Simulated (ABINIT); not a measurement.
# Zr (P6_3/mmc) in ABINIT: notebook, part 3 of 3

ABINIT 10.8.3 (patched build). The steps go on from the part before.

## (5) Band structure, PBE

Input file run.abi:

```
# Datasets: ground state, then fixed potential
ndtset 2

# Pseudopotentials
pp_dirpath "./"
pseudos "Zr.upf"

# Structure
acell 3*1.0 Angstrom
rprim
     3.2320000000     0.0000000000     0.0000000000
    -1.6160000000     2.7989941050     0.0000000000
     0.0000000000     0.0000000000     5.1470000000
ntypat 1
znucl 40
natom 2
typat 1 1
xred
     0.6666666667     0.3333333333     0.7500000000
     0.3333333333     0.6666666667     0.2500000000

# Plane-wave basis
ecut 33.0

# Exchange and correlation
ixc 11

# Bands and occupations
occopt 3
tsmear 0.05 eV

# SCF cycle
nstep 100

# Output
iomode 3
prtwf 0
prteig 0
prtebands 0
prtden1 1

# Dataset 1
kptopt1 1
ngkpt1 9 9 5
nshiftk1 1
shiftk1 0.0 0.0 0.0
nband1 16
tolvrs1 1.0e-10

# Dataset 2: bands along G-M-K-G-A-L-H-A
iscf2 -2
getden2 1
nband2 20
nbdbuf2 2
tolwfr2 1.0e-12
kptopt2 -7
ndivsm2 6
prteig2 1
kptbounds2
     0.0000000000     0.0000000000     0.0000000000
     0.5000000000     0.0000000000     0.0000000000
     0.3333333333     0.3333333333     0.0000000000
     0.0000000000     0.0000000000     0.0000000000
     0.0000000000     0.0000000000     0.5000000000
     0.5000000000     0.0000000000     0.5000000000
     0.3333333333     0.3333333333     0.5000000000
     0.0000000000     0.0000000000     0.5000000000
```

Potentials or basis: PseudoDojo NC SR PBE v0.4.1 standard.

Started as:

```sh
> abinit run.abi > log 2>&1
```

run.abo:

```text
.Version 10.8.3 of ABINIT
 DATASET    1 : space group P6_3/m m c (#194); Bravais hP (primitive hexag.)
================================================================================
 Values of the parameters that define the memory need for DATASET  1.
     intxc =       0    ionmov =       0      iscf =       7    lmnmax =       6
     lnmax =       6     mgfft =      54  mpssoang =       3    mqgrid =    3001
     natom =       2  nloc_mem =       1    nspden =       1   nspinor =       1
    nsppol =       1      nsym =      24    n1xccc =    2501    ntypat =       1
    occopt =       3   xclevel =       2
       mpw =        2868          nfft =       55296          nkpt =          36
================================================================================
================================================================================

 DATASET    2 : space group P6_3/m m c (#194); Bravais hP (primitive hexag.)
================================================================================
 Values of the parameters that define the memory need for DATASET  2.
     intxc =       0    ionmov =       0      iscf =      -2    lmnmax =       6
     lnmax =       6     mgfft =      54  mpssoang =       3    mqgrid =    3001
     natom =       2  nloc_mem =       1    nspden =       1   nspinor =       1
    nsppol =       1      nsym =      24    n1xccc =    2501    ntypat =       1
    occopt =       3   xclevel =       2
       mpw =        2870          nfft =       55296          nkpt =          67
================================================================================
================================================================================

--------------------------------------------------------------------------------
------------- Echo of variables that govern the present computation ------------
--------------------------------------------------------------------------------
 -outvars: echo values of preprocessed input variables --------
            acell      1.8897261259E+00  1.8897261259E+00  1.8897261259E+00 Bohr
              amu      9.12240000E+01
             ecut      3.30000000E+01 Hartree
           getden1          0
           getden2          1
[... 819 lines left out ...]
 length scales=  1.889726125908  1.889726125908  1.889726125908 bohr
              =  1.000000000000  1.000000000000  1.000000000000 angstroms
 Eigenvalues (hartree) for nkpt=  67  k points:
 kpt#   1, nband= 20, wtk=  1.00000, kpt=  0.0000  0.0000  0.0000 (reduced coord)
  -1.39566   -1.38998   -0.60663   -0.57461   -0.57461   -0.56967   -0.56942   -0.56942
   0.19157    0.28792    0.43095    0.43095    0.43649    0.44222    0.45645    0.45645
   0.47771    0.47771    0.56215    0.56215
 kpt#   2, nband= 20, wtk=  1.00000, kpt=  0.0455  0.0000  0.0000 (reduced coord)
  -1.39558   -1.38994   -0.60640   -0.57513   -0.57479   -0.56996   -0.56977   -0.56948
   0.19372    0.28990    0.42364    0.43293    0.43768    0.44259    0.45452    0.45831
   0.47499    0.47576    0.56361    0.56937
 kpt#   3, nband= 20, wtk=  1.00000, kpt=  0.0909  0.0000  0.0000 (reduced coord)
  -1.39532   -1.38984   -0.60571   -0.57665   -0.57528   -0.57152   -0.57007   -0.56968
   0.20004    0.29561    0.41274    0.42548    0.43883    0.44780    0.45197    0.46383
   0.46927    0.47048    0.56745    0.58738
 kpt#   4, nband= 20, wtk=  1.00000, kpt=  0.1364  0.0000  0.0000 (reduced coord)
  -1.39491   -1.38968   -0.60459   -0.57903   -0.57605   -0.57396   -0.57058   -0.57001
   0.21018    0.30427    0.40093    0.40904    0.44084    0.44854    0.46045    0.46284
   0.46310    0.47287    0.57250    0.61089
 kpt#   5, nband= 20, wtk=  1.00000, kpt=  0.1818  0.0000  0.0000 (reduced coord)
[... 237 lines left out ...]
   0.26936    0.26936    0.38625    0.38625    0.42243    0.42243    0.44041    0.44041
   0.54036    0.54036    0.54873    0.54873
 kpt#  65, nband= 20, wtk=  1.00000, kpt=  0.0513  0.0513  0.5000 (reduced coord)
  -1.39261   -1.39261   -0.58911   -0.58911   -0.57336   -0.57336   -0.57249   -0.57249
   0.26133    0.26133    0.39320    0.39320    0.42573    0.42573    0.43333    0.43333
   0.54241    0.54241    0.54589    0.54589
 kpt#  66, nband= 20, wtk=  1.00000, kpt=  0.0256  0.0256  0.5000 (reduced coord)
  -1.39279   -1.39279   -0.58887   -0.58887   -0.57238   -0.57238   -0.57214   -0.57214
   0.25611    0.25611    0.39873    0.39873    0.42715    0.42715    0.42891    0.42891
   0.54378    0.54378    0.54458    0.54458
 kpt#  67, nband= 20, wtk=  1.00000, kpt=  0.0000  0.0000  0.5000 (reduced coord)
  -1.39285   -1.39285   -0.58880   -0.58880   -0.57203   -0.57203   -0.57203   -0.57203
   0.25430    0.25430    0.40090    0.40090    0.42742    0.42742    0.42742    0.42742
   0.54425    0.54425    0.54425    0.54425

== END DATASET(S) ==============================================================
================================================================================

 -outvars: echo values of variables after computation  --------
            acell      1.8897261259E+00  1.8897261259E+00  1.8897261259E+00 Bohr
           etotal1    -1.0124238663E+02
            fcart1    -2.2043417206E-29 -1.2726772858E-29 -1.3517492822E-31
                       2.2043417206E-29  1.2726772858E-29  1.3517492822E-31
            rprim      3.2320000000E+00  0.0000000000E+00  0.0000000000E+00
                      -1.6160000000E+00  2.7989941050E+00  0.0000000000E+00
                       0.0000000000E+00  0.0000000000E+00  5.1470000000E+00
           strten1    -8.4934313384E-06 -8.4934311341E-06 -3.8612471130E-05
                       0.0000000000E+00  0.0000000000E+00  0.0000000000E+00
           xangst      1.6160000000E+00  9.3299803500E-01  3.8602500000E+00
                       5.1375683450E-17  1.8659960700E+00  1.2867500000E+00
             xred      6.6666666667E-01  3.3333333333E-01  7.5000000000E-01
                       3.3333333333E-01  6.6666666667E-01  2.5000000000E-01
 Calculation completed.
```

Wall time 92 s (1 thread of Arm Neoverse V1, shared host); peak memory 0.12 GiB.

Results:

```yaml
Free_energy: -2754.9457 eV
Pressure: 0.5 GPa
Band_gap_on_the_k_mesh: none (metal or under the smearing width)
Valence_electrons_inside_the_program's_atomic_spheres: Zr 8.39 (radii [1.0584] Å)
```

Levels at the corners of the path, in eV from the Fermi level:
| point | band 10 | band 11 | band 12 | band 13 | band 14 | band 15 |
| --- | --- | --- | --- | --- | --- | --- |
| Γ | -3.04 | 0.85 | 0.85 | 1.00 | 1.15 | 1.54 |
| M | -2.52 | -2.16 | -0.23 | 0.52 | 0.77 | 1.45 |
| K | -1.37 | -1.37 | -1.15 | 0.25 | 0.25 | 1.79 |
| Γ | -3.04 | 0.85 | 0.85 | 1.00 | 1.15 | 1.54 |
| A | -3.96 | 0.03 | 0.03 | 0.75 | 0.75 | 0.75 |
| L | -2.88 | -1.07 | -1.07 | 1.61 | 1.61 | 2.19 |
| H | -1.45 | -1.29 | -1.29 | -0.05 | -0.05 | 2.03 |
| A | -3.96 | 0.03 | 0.03 | 0.75 | 0.75 | 0.75 |

## (6) Equation of state, BP86

Input file run.abi:

```
# Datasets: one volume each
ndtset 7
getwfk -1
scalecart1 3*0.9795861087
scalecart2 3*0.9864848297
scalecart3 3*0.9932883884
scalecart4 3*1.0000000000
scalecart5 3*1.0066227096
scalecart6 3*1.0131594038
scalecart7 3*1.0196128224

# Pseudopotentials
pp_dirpath "./"
pseudos "Zr.GGA_PBE-JTH.xml"

# Structure
acell 3*1.0
rprim
     6.1075948348     0.0000000000     0.0000000000
    -3.0537974174     5.2893322829     0.0000000000
     0.0000000000     0.0000000000     9.7264203634
ntypat 1
znucl 40
natom 2
typat 1 1
xred
     0.6666666667     0.3333333333     0.7500000000
     0.3333333333     0.6666666667     0.2500000000

# Plane-wave basis
ecut 17.0
pawecutdg 34.0

# k points
kptopt 1
ngkpt 9 9 5
nshiftk 1
shiftk 0.0 0.0 0.0

# Exchange and correlation
ixc -106132

# Bands and occupations
nband 16
occopt 3
tsmear 0.05 eV

# SCF cycle
nstep 100
tolvrs 1.0e-9

# Output
iomode 3
prtwf 1
prtden 0
prteig 0
prtebands 0
enunit 2
```

Potentials or basis: JTH PAW PBE v2.0.

Started as:

```sh
> abinit run.abi > log 2>&1
```

run.abo:

```text
.Version 10.8.3 of ABINIT
 DATASET    1 : space group P6_3/m m c (#194); Bravais hP (primitive hexag.)
================================================================================
 Values of the parameters that define the memory need for DATASET  1.
     intxc =       0    ionmov =       0      iscf =      17    lmnmax =      18
     lnmax =       6     mgfft =      36  mpssoang =       3    mqgrid =    3001
     natom =       2  nloc_mem =       2    nspden =       1   nspinor =       1
    nsppol =       1      nsym =      24    n1xccc =       1    ntypat =       1
    occopt =       3   xclevel =       2
       mpw =        1014          nfft =       20736          nkpt =          36
 PAW method is used; the additional fine FFT grid is defined by:
   mgfftf=        54    nfftf =     55296
================================================================================
================================================================================
[... 71 lines left out ...]
 DATASET    7 : space group P6_3/m m c (#194); Bravais hP (primitive hexag.)
[... 1459 lines left out ...]
                      -4.4086834441E-29  1.4129556265E-45 -0.0000000000E+00
            fcart5     5.4745976348E-29  3.1607604182E-29 -0.0000000000E+00
                      -5.4745976348E-29 -3.1607604182E-29 -0.0000000000E+00
[... 38 lines left out ...]
                       0.0000000000E+00  0.0000000000E+00  0.0000000000E+00
           xangst1     1.5830111506E+00  9.1395191391E-01  3.7814472735E+00
                       2.0754530607E-17  1.8279038278E+00  1.2604824245E+00
           xangst2     1.5941594837E+00  9.2038840704E-01  3.8080780612E+00
                      -1.9828770575E-16  1.8407768141E+00  1.2693593537E+00
           xangst3     1.6051540346E+00  9.2673611394E-01  3.8343414987E+00
                       5.4185352911E-17  1.8534722279E+00  1.2781138329E+00
           xangst4     1.6159999989E+00  9.3299803437E-01  3.8602499974E+00
                       2.3078772439E-16  1.8659960687E+00  1.2867499991E+00
           xangst5     1.6267022976E+00  9.3917700941E-01  3.8858153121E+00
                      -1.0806469477E-16  1.8783540188E+00  1.2952717707E+00
           xangst6     1.6372655954E+00  9.4527573225E-01  3.9110485858E+00
                       7.0971857538E-17  1.8905514645E+00  1.3036828619E+00
           xangst7     1.6476943199E+00  9.5129675912E-01  3.9359603950E+00
                      -3.5168757843E-17  1.9025935182E+00  1.3119867983E+00
             xred      6.6666666667E-01  3.3333333333E-01  7.5000000000E-01
                       3.3333333333E-01  6.6666666667E-01  2.5000000000E-01
 Calculation completed.
```

Run time: 3.1 min. Hardware: 1 thread of Arm Neoverse N1, shared host; peak memory 0.15 GiB.

What came out:

```yaml
Equilibrium_volume: 23.31 Å³/atom
Bulk_modulus_at_fixed_shape_and_positions: 95 GPa
Pressure_derivative_of_the_bulk_modulus: 3.3
```

Energy against volume, from the lowest point:
| volume (Å³/atom) | energy (meV/atom) |
| --- | --- |
| 21.884 | 28.24 |
| 22.350 | 12.42 |
| 22.815 | 3.21 |
| 23.281 | 0.00 |
| 23.746 | 2.34 |
| 24.212 | 9.78 |
| 24.678 | 21.88 |

Caveat: pressures at fixed basis lie under the slope of the energies; the cell was scaled at fixed shape and fractional positions, which overstates the stiffness of a crystal with free parameters, most of all of layers and chains; the PAW data sets were made with another functional, which shifts forces and pressure a little.

## (7) Summary

| task | level | potentials or basis | cutoff (eV) | fine-grid cutoff | gap on the mesh (eV) | pressure (GPa) | V0 of scaled cells (Å³/atom) | B0 (GPa) |
| --- | --- | --- | --- | --- | --- | --- | --- | --- |
| band structure | WC | JTH PAW PBE v2.0 | 463 | 925.187 eV | none | -3.1 | - | - |
| band structure | LDA-PZ | JTH PAW LDA v2.0 | 463 | 925.187 eV | none | -6.1 | - | - |
| equation of state | PBEsol | JTH PAW PBE v2.0 | 463 | 925.187 eV | - | - | 22.49 | 100 |
| band structure | PBE | PseudoDojo NC SR PBE v0.4.1 standard | 898 | - | none | 0.5 | - | - |
| equation of state | BP86 | JTH PAW PBE v2.0 | 463 | 925.187 eV | - | - | 23.31 | 95 |

Alike in all rows: no spin polarisation; cell as given; k mesh 9 × 9 × 5; smearing fermi-dirac 0.05 eV.

Caveats: the PAW data sets were made with another functional, which shifts forces and pressure a little (some runs); pressures at fixed basis lie under the slope of the energies (some runs); the cell was scaled at fixed shape and fractional positions, which overstates the stiffness of a crystal with free parameters, most of all of layers and chains (some runs).

Absolute energies hang on the potentials; compare differences alone.
